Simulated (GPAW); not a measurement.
Crystal: Ga.

```
CELL_PARAMETERS angstrom
2.71648 0.00000 0.00000
0.00000 2.71648 0.00000
0.00000 0.00000 2.71648
ATOMIC_POSITIONS crystal
Ga 0.00000 0.00000 0.00000
```

The cell was built by a generator and needn't be a form met in nature.

```yaml
Program: GPAW 26.7.0
Task: relaxation of cell and atoms
Functional: RPBE
Potentials_or_basis: the program's PAW data sets (release 1.2.1) made for this functional
Cutoff: 600 eV
Basis: pw
k_mesh: 10 × 10 × 10
Occupations: fermi-dirac, width 0.05 eV
Spin: no spin polarisation
```

At the start: pressure 2.1 GPa; volume 20.05 Å³/atom.

Task: How do energy, volume and symmetry change on relaxing?

Result: Over 3 steps the energy falls by 7.7 meV/atom and the volume is 21.20 Å³/atom (+5.8 %); space group Pm-3m (No. 221, to 0.05 Å).

The path:
```
step  energy change (eV)  largest force (eV/Å)  pressure (GPa)  volume (Å³)
   1              0.0000                0.0000            2.11        20.05
   2             -0.0026                0.0000            1.66        20.27
   3             -0.0077                0.0000           -0.06        21.20
```

Final structure:
```
CELL_PARAMETERS angstrom
2.76759 0.00000 0.00000
0.00000 2.76759 0.00000
0.00000 0.00000 2.76759
ATOMIC_POSITIONS crystal
Ga 0.00000 0.00000 0.00000
```

Caveat: later steps reuse the first step's grids.
